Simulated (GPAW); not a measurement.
Al3Cu:

```xyz
4
Lattice="2.7784 0.0000 0.0000 0.0000 2.7784 0.0000 0.0000 0.0000 7.5134" Properties=species:S:1:pos:R:3 pbc="T T T"
Cu    0.0000    0.0000    0.0000
Al    1.3892    1.3892    5.8145
Al    1.3892    1.3892    1.6989
Al    0.0000    0.0000    3.7567
```

The cell comes from a database or a generator and needn't be the stable form of this composition.

- Program: GPAW 26.7.0
- Task: relaxation of cell and atoms
- Functional: PBEsol
- Potentials or basis: PAW data sets generated in the run's folder for this functional
- Cutoff: 600 eV
- Basis: pw
- k mesh: 8 × 8 × 3
- Occupations: fermi-dirac, width 0.05 eV
- Spin: no spin polarisation

At the start: pressure 1.6 GPa; volume 14.50 Å³/atom.

Task: Where does the relaxation end?

Result: Over 7 steps the energy falls by 4.0 meV/atom and the volume is 14.75 Å³/atom (+1.7 %); space group P4/mmm (No. 123, to 0.05 Å).

The path:
| step | energy change (eV) | largest force (eV/Å) | pressure (GPa) | volume (Å³) |
| --- | --- | --- | --- | --- |
| 1 | 0.0000 | 0.1526 | 1.62 | 58.00 |
| 2 | -0.0018 | 0.1428 | 1.47 | 58.09 |
| 3 | -0.0133 | 0.0045 | -0.30 | 59.24 |
| 4 | -0.0135 | 0.0018 | -0.23 | 59.20 |
| 5 | -0.0151 | 0.0053 | 0.23 | 58.92 |
| 6 | -0.0157 | 0.0033 | 0.30 | 58.89 |
| 7 | -0.0159 | 0.0141 | 0.17 | 58.98 |

Final structure:
```
Cu Al
1.0
     2.80904    0.00000    0.00000
     0.00000    2.80904    0.00000
     0.00000    0.00000    7.47495
Cu Al
1 3
Direct
  0.00000 0.00000 0.00000
  0.50000 0.50000 0.77794
  0.50000 0.50000 0.22206
  0.00000 0.00000 0.50000
```

Caveat: with this Cu data set, volumes or pressures lay over 1.5 % or 2 GPa off other programs in two to four cells of ten; later steps reuse the first step's grids.
